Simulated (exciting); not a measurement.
As, 1 atom in the cell. The typed cell holds 1 atom: a = 2.710 Å, b = 2.730 Å, c = 2.672 Å, α = 88.59°, β = 90.51°, γ = 90.74°. This isn't the form of As at room conditions, which is rhombohedral. The cell isn't the ideal one: cell strained at random at fixed volume.

* Program: exciting (release sodium)
* Task: single point
* Functional: PBE
* Potentials or basis: all-electron LAPW+lo, shipped species files, valence relativity iora*
* rgkmax: 9
* k mesh: 10 × 10 × 10
* Occupations: fermi-dirac, width 0.05 eV
* Spin: no spin polarisation
* gmaxvr (cutoff of density and potential): 14 1/bohr
* lmaxapw (and lmaxmat): 10
* lmaxvr: 8
* nempty: 8
* Valence relativity: iora*
* epsengy: 1e-05 Ha
* epspot: 1e-05 Ha
* maxscl: 60
* Muffin-tin radii: As 2.0 bohr

Potentials or basis: all-electron LAPW+lo, shipped species files, valence relativity iora*.

Command:

```console
$ OMP_NUM_THREADS=1 exciting_smp
```

Hardware: 1 thread of AMD EPYC 7R43 64-Core Processor (Zen 3), with other jobs on the host.

How long does it take, and how much memory?

Wall time 8.3 min on 1 thread of AMD EPYC 7R43 64-Core Processor (Zen 3), with other jobs on the host, peak memory 0.12 GiB. Counts: scf iterations 13, plane waves 214.
